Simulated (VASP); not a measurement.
Consider the following.

```
CELL_PARAMETERS angstrom
      0.00000     3.11600     3.11600
      3.11600     0.00000     3.11600
      3.11600     3.11600     0.00000
ATOMIC_POSITIONS crystal
  Al 0.00000 0.00000 0.00000
  Sb 0.25000 0.25000 0.25000
```

These are PBE0 hybrid, VASP's PBE PAW potentials (set 64) (plane waves; VASP) values and carry that method's errors. Settings: 520 eV cut-off, 6×6×6 Γ-centred mesh, Gaussian smearing of 0.050 eV, potentials Al Sb.

Q: Give the stress tensor in GPa (positive for a compressed cell).

A: 
```
-2.19   0.00   0.00
 0.00  -2.19   0.00
 0.00   0.00  -2.19
```
The pressure is its mean diagonal, -2.19 GPa.

The compound is AlSb in the zinc blende structure. It was relaxed first. The cell's shape comes from a PBE relaxation.
